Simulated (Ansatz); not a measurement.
An input for Ansatz 0.2.0 (BP):

The input run.py:

```python
import json

import ase.io
import numpy as np

import ansatz as az

atoms = ase.io.read("POSCAR", format="vasp")
atoms.set_initial_magnetic_moments([0.5, 0.0])

calculation = (
    az.Crystal.from_ase(atoms)
    .calculation()
    .kpoints(10, 10, 10)
    .functional(exchange="pbe", correlation="none")
    .pseudopotentials(kind="paw", partial_waves="polarizable")
    .spin("collinear")
    .scf(extra_bands=12)
    .optics(energy_range=(0.0, 14.0), broadening_width=0.2, nscf_kmesh=(13, 13, 13))
    .band_table(publish=True)
)
outcome = calculation.run(threads=2, events_out="events.jsonl")

report = outcome.report
for line in open("events.jsonl"):
    event = json.loads(line)
    if event["event"] == "scf_iter":
        d = event["data"]
        print(f"SCF {d['iter']:3d}  HF = {d['harris_foulkes_ev']:.6f} eV  dr2 = {d['dr2_ev']:.2e} eV")
    elif event["event"] in ("relax_step", "md_step"):
        d = event["data"]
        print(f"{event['event']} {d['step']:3d}  E = {d['lagrangian_ev']:.6f} eV")
np.set_printoptions(precision=5, suppress=True, linewidth=110)
print("converged:", report["converged"], "after", report["n_iterations"], "iterations")
print(f"free energy {report['free_energy_ev']:.6f} eV, Fermi level {report['fermi_energy_ev']:.4f} eV")
for key in ("band_edges_ev", "magnetization_mub", "site_moments_mub", "site_moments_nc_mub", "forces_ev_ang",
                "stress_gpa"):
    if report.get(key) is not None:
        print(key, np.array(report[key]), sep="\n")
```

Contents of POSCAR:

```
BP
1.0
    0.0000000000      2.2690000000      2.2690000000
    2.2690000000      0.0000000000      2.2690000000
    2.2690000000      2.2690000000      0.0000000000
P B
1 1
Direct
    0.7500000000      0.7500000000      0.7500000000
    0.0000000000      0.0000000000      0.0000000000
```

Potentials or basis: Ansatz PAW polarizable.

Run with:

```console
$ python run.py
```

Question: How does this run end?

Answer: The run stopped without a result. It printed:

Output:

```text
Traceback (most recent call last):
  File "run.py", line 22, in <module>
  [frames inside libraries left out]
ansatz.RefusalError: YAML parse error: `scf.occupations.method` is required: fixed only where the cell keeps a band gap throughout the run, explicit beside scf.occupations.values (under evaluate: without them), else a smearing such as fermi_dirac (scf.occupations.width is optional; its entry in the input reference gives the default)
```
